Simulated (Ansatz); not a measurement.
Method: DFT PBE, scalar-relativistic, plane waves, PAW in Ansatz. Settings: cutoff 420 eV, Γ-centred meshes spaced at most about 0.3 Å⁻¹, and about 0.25 Å⁻¹ or finer for metals (2π included), Gaussian smearing. No spin polarisation.

These are static total energies at zero pressure.

Question: Order these relaxed structures of CsH2 by energy, lowest first, with the energy over the lowest of them.
1. Space group P4/nmm (No. 129), tetragonal, a = 3.972 Å, c = 7.828 Å. Cs has 5 H at 2.63–2.75 Å and 4 H at 3.05 Å; around H on a site of symmetry -4m2 lie 4 H at 2.11 Å and 4 Cs at 2.75 Å; H on a site of symmetry 4mm has 4 H at 2.11 Å, 1 Cs at 2.63 Å and 4 Cs at 3.05 Å.
2. Space group P-1 (No. 2), triclinic, a = 5.041 Å, b = 5.381 Å, c = 8.651 Å, α = 94.1°, β = 90.5°, γ = 92.1°. Around Cs lie 6 H at 3.26–3.49 Å and 1 H at 4.02 Å; around H on its first site lie 1 H at 0.78 Å, 2 H at 2.68–2.69 Å, 2 H at 2.78–2.79 Å and 3 Cs at 3.29–3.44 Å; around H on its second site lie 1 H at 0.78 Å, 2 H at 2.68–2.69 Å, 2 H at 2.81 Å, 1 Cs at 3.26 Å and 2 Cs at 3.47–3.49 Å.
3. Space group Immm (No. 71), orthorhombic, a = 5.337 Å, b = 6.972 Å, c = 8.286 Å. Cs has 4 H at 3.51 Å; H is surrounded by 1 H at 0.76 Å and 2 Cs at 3.51 Å.

Answer: 2 (0 meV/atom), 3 (50 meV/atom), 1 (547 meV/atom). Counting H atoms around Cs (those within 1.25 times the shortest such distance or 1.15 times the sum of covalent radii; a plus sign parts nearer from farther groups): cell 2 has Cs 6+1; cell 3 has Cs 4; cell 1 has Cs 5+4. Cell 2 holds H–H pairs as short as in free H₂ molecules (shortest 0.78 Å); cell 3 holds H–H pairs as short as in free H₂ molecules (shortest 0.76 Å) (bonds between like non-metal atoms; other contacts aren't counted). Origin: cell 1 and cell 3, invented; cell 2, invented, then shaken at random and relaxed again.

With hydrogen, zero-point motion can shift such differences by 10 meV/atom or more. Cells relaxed within their symmetry can be saddle points. Some candidate types were left out of the draw beforehand, so a known form may be missing.
